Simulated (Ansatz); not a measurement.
# As (P-1) in Ansatz: a series of runs

The runs below take As through single point, with HSE06 form with a typed share of exact exchange.

All numbers are computed with Ansatz 0.2.0; they aren't measurements. Logs are shortened: lines on timing, memory, paths and dates and some standing lists are left out, and cuts for length are marked.

### Step 1. The cell of the first run

The typed cell holds 2 atoms: a = 3.824 Å, b = 3.824 Å, c = 3.824 Å, α = 60.00°, β = 60.00°, γ = 60.00°.

This isn't the form of As at room conditions, which is rhombohedral.

### Step 2. Single point, HSE06 form with a typed share of exact exchange (all atoms moved at random, sigma 0.1 Å a component)

File input.yaml:

```yaml
crystal:
  lattice:
    - [-2.70368174, 0.0, -2.70368174]
    - [0.0, -2.70368174, -2.70368174]
    - [-2.70368174, -2.70368174, 0.0]
  atoms:
    - { symbol: As, position: [0.27635154, 0.22713992, 0.25689971] }
    - { symbol: As, position: [0.72364846, 0.77286008, 0.74310029] }
hamiltonian:
  xc: { exchange: pbe, correlation: pbe, exx: { coeff: 0.25, omega: 0.2 } }
  pseudopotentials: { kind: paw }
kpoints:
  mp_grid: { grid: [5, 5, 5] }
scf:
  occupations: { method: fermi_dirac, width: 0.05 }
output:
  forces: true
  stress: true
  eigenvalues: true
```

Potentials or basis: Ansatz PAW.

Launch:

```sh
> ansatz run input.yaml --threads 2 --pin off --max-ram 5632MiB --backend cpu --events-out ev --progress --plain --runs-dir out
```

Standard output:

```text
Warning: output.stress: scf.convergence.dr2_threshold = 1e-7 eV (the SCF's general default) is looser than the 2e-10 eV advised for a printed stress (1e-10 eV for each atom of the cell: 2). What an SCF threshold leaves in a stress goes as its square root, and in the free energy as the threshold itself, and one threshold admits the most on a small cell: of the crystals measured, under no hybrid functional and no lock of the moments, on runs that ended without the residual-converged pass, on stresses that held no estimate of that error, the worst erred by over 100 MPa in a component at 1e-7 eV an atom and by under 5 at 1e-10. Set scf.convergence.dr2_threshold to 2e-10 eV or tighter. The threshold is an SCF's pass mark: one that does not reach it within its budget of iterations ends unconverged, or closes short of it on a stop that the run arms, and scf.convergence.dr2_threshold's page says what that costs each kind of run
Warning: output.stress: scf.exx.energy_threshold = 1e-6 eV is looser than the 2e-8 eV advised for a stress under a hybrid functional (1e-8 eV for each atom of the cell: 2). Every SCF of the exchange loop can meet its threshold on dr2 while the loop round them stops early: no threshold on dr2 bounds what that leaves in the stress. Set scf.exx.energy_threshold to 2e-8 eV or tighter. The threshold is the loop's pass mark: a loop that does not reach it within its budget of cycles ends unconverged, and scf.exx.energy_threshold's page has the law
Warning: RAYON_NUM_THREADS=2 ignored (pool sized by the plan → 2); use --threads N
Engine: ansatz 0.2.0, aarch64-unknown-linux-gnu
Pseudopotentials: kind: paw
Pseudopotential: As, paw, valence charge 15, recommended cutoff 420 eV (normal), As.paw.azcp
Functional definition: unnamed
  parameter a_1 = 0.25
  parameter omega_1 = 0.2/angstrom
  exchange = pbe_x + (-a_1)*pbe_x_sr(omega_1) + a_1*exact_x_sr(omega_1)
  correlation = pbe_c
Crystal: 2 atoms, lattice volume = 39.527 Å³
Basis set: ecut = 420 eV, 749 PW (Γ), exchange–correlation on 54×54×54 points (8 copies of the dense FFT grid, shifted against one another)
Bands: 19, of which v1, the nominal top of the filled ones, is band 15 counted from 1 (14 counted from 0)
Symmetry: 2 space group operations
Space group: P-1 (ITA 2), of the structure as read, at distance tolerance 3.4e-5 Å
k-points: 63 of 125
Non-local potential: As, projectors of the file, l = 0: 2, l = 1: 2, l = 2: 3, l = 3: 1
PAW form: soft (Blöchl's): semilocal exchange-correlation on the pseudo side does not see the compensation charge
PAW frozen core: As, regenerated for the run's functional, and the local potential with it (the file was generated under x = pbe(κ = 0.804, μ = 0.2195149727645171), c = pbe(β = 0.06672455060314922))
PAW one-centre angular grid: As, 590 points (default); XC on 64 Gauss nodes
Initial density: superposition of atomic densities (neutral atoms: chi_scale 0, normalization atom), corrected by the library's trained network
Initial wavefunctions: pseudopotential atomic-orbital guess
Functional: x = pbe(κ = 0.804, μ = 0.2195149727645171), c = pbe(β = 0.06672455060314922), warm-up for x = pbe(κ = 0.804, μ = 0.2195149727645171) + 0.25 (exact − pbe) at short range (hse, ω = 0.2 Å⁻¹), c = pbe(β = 0.06672455060314922)
SCF iter   1: F=—  HF=-9712.137050 eV  |F-HF|=—  |Δ(HF+E_count)|=         —  Δρ=2.09e-3  dr2=1.99e-3  ethr=1.77e-3  ⟨swp⟩=6.8  Hψ=4633  notcnv=0
preconditioner: auto → none  [insulator: Δε(μ)=0.170 eV  Ē_g=10.507 eV  σ=0.050 eV  W_gap=0.69  n_scr=14 (ndim 8)  ℏωp=18.7 eV  f_vac=0.001  D(μ)=0.28/eV (n_scr^D=0)]
SCF iter   2: F=—  HF=-9712.136855 eV  |F-HF|=—  |Δ(HF+E_count)|=   1.95e-4  Δρ=9.22e-4  dr2=2.19e-4  ethr=6.64e-6  ⟨swp⟩=3.0  Hψ=2517  notcnv=0
iter 3 solved again at ethr=5.69e-8 eV; its pass at ethr=7.31e-7 eV (dr2=1.71e-5 eV) is discarded
SCF iter   3: F=—  HF=-9712.136965 eV  |F-HF|=—  |Δ(HF+E_count)|=   1.11e-4  Δρ=2.81e-4  dr2=1.69e-5  ethr=5.69e-8  ⟨swp⟩=3.0  Hψ=5188  notcnv=0
SCF iter   4: F=—  HF=-9712.136979 eV  |F-HF|=—  |Δ(HF+E_count)|=   1.34e-5  Δρ=4.09e-5  dr2=5.50e-7  ethr=5.64e-8  ⟨swp⟩=3.0  Hψ=3050  notcnv=0
SCF iter   5: F=—  HF=-9712.136979 eV  |F-HF|=—  |Δ(HF+E_count)|=   1.02e-7  Δρ=1.62e-5  dr2=5.10e-8  ethr=1.83e-9  ⟨swp⟩=3.4  Hψ=3134  notcnv=0
SCF iter   6: F=—  HF=-9712.136979 eV  |F-HF|=—  |Δ(HF+E_count)|=   7.89e-8  Δρ=2.36e-6  dr2=1.03e-9  ethr=1.70e-10  ⟨swp⟩=3.0  Hψ=2469  notcnv=0
SCF iter   7: F=-9712.136979 eV  HF=-9712.136979 eV  |F-HF|=3.64e-12  |Δ(HF+E_count)|=   2.30e-9  Δρ=4.26e-7  dr2=4.36e-11  ethr=3.44e-12  ⟨swp⟩=4.0  Hψ=3443  notcnv=0
SCF 1 converged in 7 iterations: F = -9712.136979 eV  dr2 = 4.36e-11
Initial density: handed on by an earlier stage of this run
Initial wavefunctions: those handed on with the density
Functional: x = pbe(κ = 0.804, μ = 0.2195149727645171) + 0.25 (exact − pbe) at short range (hse, ω = 0.2 Å⁻¹), c = pbe(β = 0.06672455060314922)
Exchange kernel: α = 0.2500, screened, ω = 0.2000 Å⁻¹, Wigner–Seitz truncation, v(0) = 1123.8639 eV·Å³, q-mesh 5×5×5, nearest image of the exchange supercell L = 19.12 Å, pair-density grid 15×15×15, without the augmentation charges, whose exchange is taken in its separable form by FFT convolution over the k-point mesh (sized by the pseudopotential files, 24×24×24 at the most), smooth part of the exact exchange by density-matrix convolution
Frozen-core exchange: fock
iter 1 solved again at ethr=1.56e-5 eV; its pass at ethr=1.00e-1 eV (dr2=4.69e-3 eV) is discarded
SCF iter   1: F=—  HF=-9714.277211 eV  |F-HF|=—  |Δ(HF+E_count)|=         —  Δρ=6.90e-3  dr2=6.84e-3  ethr=1.56e-5  ⟨swp⟩=4.1  Hψ=6808  notcnv=0
preconditioner: auto → none  [insulator: Δε(μ)=0.204 eV  Ē_g=11.819 eV  σ=0.050 eV  W_gap=0.77  n_scr=14 (ndim 8)  ℏωp=18.7 eV  f_vac=0.000  D(μ)=0.19/eV (n_scr^D=0)]
SCF iter   2: F=—  HF=-9714.264497 eV  |F-HF|=—  |Δ(HF+E_count)|=   1.27e-2  Δρ=2.89e-3  dr2=2.00e-3  ethr=1.56e-5  ⟨swp⟩=4.0  Hψ=3664  notcnv=0
SCF iter   3: F=—  HF=-9714.264055 eV  |F-HF|=—  |Δ(HF+E_count)|=   4.42e-4  Δρ=1.04e-3  dr2=8.65e-4  ethr=4.60e-6  ⟨swp⟩=2.0  Hψ=2148  notcnv=0
SCF iter   4: F=—  HF=-9714.271032 eV  |F-HF|=—  |Δ(HF+E_count)|=   6.98e-3  Δρ=8.35e-4  dr2=1.31e-4  ethr=5.12e-7  ⟨swp⟩=4.0  Hψ=4004  notcnv=0
SCF iter   5: F=—  HF=-9714.270948 eV  |F-HF|=—  |Δ(HF+E_count)|=   8.45e-5  Δρ=8.68e-5  dr2=2.61e-5  ethr=3.98e-7  ⟨swp⟩=3.0  Hψ=2903  notcnv=0
SCF iter   6: F=—  HF=-9714.271082 eV  |F-HF|=—  |Δ(HF+E_count)|=   1.35e-4  Δρ=1.55e-4  dr2=6.70e-6  ethr=6.95e-9  ⟨swp⟩=4.0  Hψ=4333  notcnv=0
SCF iter   7: F=-9714.271080 eV  HF=-9714.271080 eV  |F-HF|=1.61e-8  |Δ(HF+E_count)|=   2.07e-6  Δρ=9.01e-6  dr2=1.26e-6  ethr=6.95e-9  ⟨swp⟩=3.0  Hψ=2694  notcnv=0
SCF 2 stopped early in 7 iterations: F = -9714.271080 eV  dr2 = 1.26e-6
  Residual-converged pass: ⟨swp⟩=3.9  Hψ=3128  notcnv=0  max |occ|·‖R‖ = 6.5e-6 eV (tolerance 6.7e-6 eV)  dr2=1.25e-6  dr2_onsite=1.94e-9  max |Δocc| = 4.9e-11
hybrid outer 1: dexx = +8.247e-3 eV, tail = 1.13e-4 eV
Exchange kernel: α = 0.2500, screened, ω = 0.2000 Å⁻¹, Wigner–Seitz truncation, v(0) = 1123.8639 eV·Å³, q-mesh 5×5×5, nearest image of the exchange supercell L = 19.12 Å, pair-density grid 15×15×15, without the augmentation charges, whose exchange is taken in its separable form by FFT convolution over the k-point mesh (sized by the pseudopotential files, 24×24×24 at the most), smooth part of the exact exchange by density-matrix convolution
Frozen-core exchange: fock
SCF iter   1: F=—  HF=-9714.271557 eV  |F-HF|=—  |Δ(HF+E_count)|=         —  Δρ=7.94e-5  dr2=1.33e-6  ethr=1.88e-6  ⟨swp⟩=2.3  Hψ=2414  notcnv=0
preconditioner: auto → none  [insulator: Δε(μ)=0.201 eV  Ē_g=11.831 eV  σ=0.050 eV  W_gap=0.76  n_scr=14 (ndim 8)  ℏωp=18.7 eV  f_vac=0.000  D(μ)=0.18/eV (n_scr^D=0)]
SCF iter   2: F=—  HF=-9714.271558 eV  |F-HF|=—  |Δ(HF+E_count)|=   1.76e-6  Δρ=2.00e-5  dr2=4.00e-7  ethr=3.16e-9  ⟨swp⟩=4.0  Hψ=3996  notcnv=0
SCF iter   3: F=—  HF=-9714.271560 eV  |F-HF|=—  |Δ(HF+E_count)|=   1.39e-6  Δρ=1.36e-5  dr2=6.19e-8  ethr=1.92e-10  ⟨swp⟩=4.0  Hψ=3889  notcnv=0
SCF iter   4: F=—  HF=-9714.271560 eV  |F-HF|=—  |Δ(HF+E_count)|=   8.48e-8  Δρ=5.05e-6  dr2=8.89e-9  ethr=1.37e-10  ⟨swp⟩=3.0  Hψ=2913  notcnv=0
SCF iter   5: F=—  HF=-9714.271560 eV  |F-HF|=—  |Δ(HF+E_count)|=   1.26e-8  Δρ=1.01e-6  dr2=1.20e-9  ethr=2.56e-11  ⟨swp⟩=3.4  Hψ=3213  notcnv=0
SCF iter   6: F=—  HF=-9714.271560 eV  |F-HF|=—  |Δ(HF+E_count)|=   1.61e-9  Δρ=2.33e-7  dr2=9.69e-10  ethr=1.00e-12  ⟨swp⟩=4.0  Hψ=3729  notcnv=0
SCF iter   7: F=-9714.271560 eV  HF=-9714.271560 eV  |F-HF|=6.37e-11  |Δ(HF+E_count)|=   4.21e-9  Δρ=7.92e-7  dr2=2.25e-10  ethr=1.00e-12  ⟨swp⟩=3.7  Hψ=2759  notcnv=0
SCF 3 converged in 7 iterations: F = -9714.271560 eV  dr2 = 2.25e-10
  Residual-converged pass: ⟨swp⟩=3.0  Hψ=2588  notcnv=0  max |occ|·‖R‖ = 2.6e-7 eV (tolerance 2.7e-7 eV)  dr2=2.21e-10  dr2_onsite=2.24e-11  max |Δocc| = 1.0e-13
hybrid outer 2: dexx = +2.195e-6 eV, tail = 6.42e-8 eV, Δε = 4.97e-3 eV (about 2.43e-4 eV left of the loop's levels), ΔF = 8.18e-3 eV/Å (tail 1.82e-3)
Exchange kernel: α = 0.2500, screened, ω = 0.2000 Å⁻¹, Wigner–Seitz truncation, v(0) = 1123.8639 eV·Å³, q-mesh 5×5×5, nearest image of the exchange supercell L = 19.12 Å, pair-density grid 15×15×15, without the augmentation charges, whose exchange is taken in its separable form by FFT convolution over the k-point mesh (sized by the pseudopotential files, 24×24×24 at the most), smooth part of the exact exchange by density-matrix convolution
Frozen-core exchange: fock
SCF iter   1: F=—  HF=-9714.271560 eV  |F-HF|=—  |Δ(HF+E_count)|=         —  Δρ=1.46e-6  dr2=4.68e-10  ethr=1.07e-9  ⟨swp⟩=3.9  Hψ=2543  notcnv=0
SCF iter   2: F=-9714.271560 eV  HF=-9714.271560 eV  |F-HF|=1.75e-10  |Δ(HF+E_count)|=  6.98e-10  Δρ=5.20e-7  dr2=6.11e-11  ethr=1.52e-12  ⟨swp⟩=4.0  Hψ=4035  notcnv=0
SCF 4 converged in 2 iterations: F = -9714.271560 eV  dr2 = 6.11e-11
  Residual-converged pass: ⟨swp⟩=2.0  Hψ=2120  notcnv=0  max |occ|·‖R‖ = 2.4e-7 eV (tolerance 2.7e-7 eV)  dr2=6.11e-11  dr2_onsite=2.86e-10  max |Δocc| = 8.0e-14
hybrid outer 3: dexx = +2.200e-10 eV, tail = 6.99e-10 eV, Δε = 3.16e-5 eV (about 1.02e-5 eV left of the loop's levels), ΔF = 5.77e-5 eV/Å (tail 9.81e-5)
hybrid SCF converged: 3 outer / 16 inner (+7 warm-up), last move |dexx| = 2.20e-10 eV, tail = 6.99e-10 eV
Stability not checked: this state was not tested for a lower state beside it, because the functional holds exact exchange (a hybrid, or Hartree-Fock), whose exchange loop this test does not read (fock_operator; see scf.lower_state_search)
Free energy (F): -9714.271560 eV
Frozen-core exchange: fock
Harris-Foulkes:  -9714.271560 eV  (|F-HF|=1.75e-10)
Internal energy: -9714.269750 eV  (E = F + TS)
E sigma→0 (E₀):  -9714.270655 eV
Entropy (-TS):   -0.001810 eV (-0.905 meV/atom)
Fermi energy:    11.673368 eV
--- Per-component energies (eV) ---
  E_band       = -517.751260
  E_kinetic    = 203.629633
  E_local      = -3107.676649  (includes V_loc(G=0)·N_el)
  E_nonlocal   = -1342.593314
  E_hartree    = 1754.281959
  E_xc         = -128.187593
  E_vxc        = -127.653365  (∫ρ·V_xc dr)
  E_exx        = -122.452749  (= α·E_x^exact, valence–valence)
  E_paw        = -3576.628751  (= ΣΔE_a)
  E_vpaw       = 592.883986  (= ΣTr[D̂ρ^β])
  E_aug_tail   = 0.000016  (compensation charges beyond the density's cutoff)
  E_ewald      = -3393.122014
  E_core_change = -1.520287  (= ΣΔE_core)
  E_smearing   = -0.001810  (= −TS)
  E_closure    = 0.000000  (closes the sum)
  Σ components = -9714.271560   (vs F -9714.271560, Δ=0.00e0)
--- Forces (eV/Å), atoms counted from 1 ---
  atom   1  As    -0.74335782     0.63298119    -0.10585612
  atom   2  As     0.74335782    -0.63298119     0.10585612
  max |Σ_I F_I| component: 0.00e0 eV/Å
--- Stress (GPa, compression-positive) ---
        0.962445      -1.885214       0.251676
       -1.885214       0.083305      -0.084624
        0.251676      -0.084624       2.125424
  P = ⅓ Tr σ = 1.0571 GPa (10.571 kbar)
--- Band table (eV; the first three rows and the last of 63) ---
  k-point 0: bands = ["-28.2747", "-28.2601", "-28.2150", "-28.2144", "-28.1991", "-28.1524", "-28.1488", "-28.1417", "-28.1140", "-28.1085", "-5.2036", "6.3921", "9.1928", "9.4637", "9.5173", "15.7744", "15.8576", "16.5405", "18.0918"]
  k-point 1: bands = ["-28.2619", "-28.2477", "-28.2091", "-28.2072", "-28.1939", "-28.1573", "-28.1552", "-28.1472", "-28.1269", "-28.1211", "-4.5925", "3.7387", "9.3933", "9.5159", "10.6557", "14.1876", "14.4687", "14.9010", "18.3345"]
  k-point 2: bands = ["-28.2323", "-28.2183", "-28.1946", "-28.1885", "-28.1855", "-28.1716", "-28.1663", "-28.1630", "-28.1568", "-28.1483", "-2.7907", "0.1283", "9.6753", "9.8889", "11.4126", "12.0413", "12.5495", "13.0007", "21.2534"]
  k-point 62: bands = ["-28.2386", "-28.2160", "-28.1960", "-28.1950", "-28.1843", "-28.1667", "-28.1633", "-28.1612", "-28.1598", "-28.1432", "-1.7986", "-0.2744", "6.2309", "8.7339", "9.5629", "13.5484", "14.4986", "17.1704", "20.4247"]
```

Run time: 40 s. Hardware: 2 threads of Arm Neoverse V1, shared host; peak memory 1.1 GiB.

What came out:

| Quantity | Value |
| --- | --- |
| Free energy | -9714.2716 eV |
| Pressure | 1.1 GPa |
| Largest force | 0.982 eV/Å |
| Band gap on the k mesh | 0.20 eV, indirect (least direct gap 0.42 eV) |

Forces on the atoms (eV/Å):
```
As  -0.743  0.633 -0.106
As   0.743 -0.633  0.106
```

Levels at points of the mesh, in eV from the valence-band top:
| k point | band 12 | band 13 | band 14 | band 15 | band 16 | band 17 | band 18 | band 19 |
| --- | --- | --- | --- | --- | --- | --- | --- | --- |
| (0.00, 0.00, 0.00) | -5.18 | -2.37 | -2.10 | -2.05 | 4.21 | 4.29 | 4.97 | 6.52 |

Caveat: odd divisions of the mesh miss points on the zone boundary, where band edges often lie, so the gap on the mesh can be too wide; the PAW data sets come from PBE, with cores solved anew for the run's functional, which leaves a small shift of forces and pressure; the thresholds are loose for stress. A k mesh can miss the band edges.

[end of part 1 of 2]
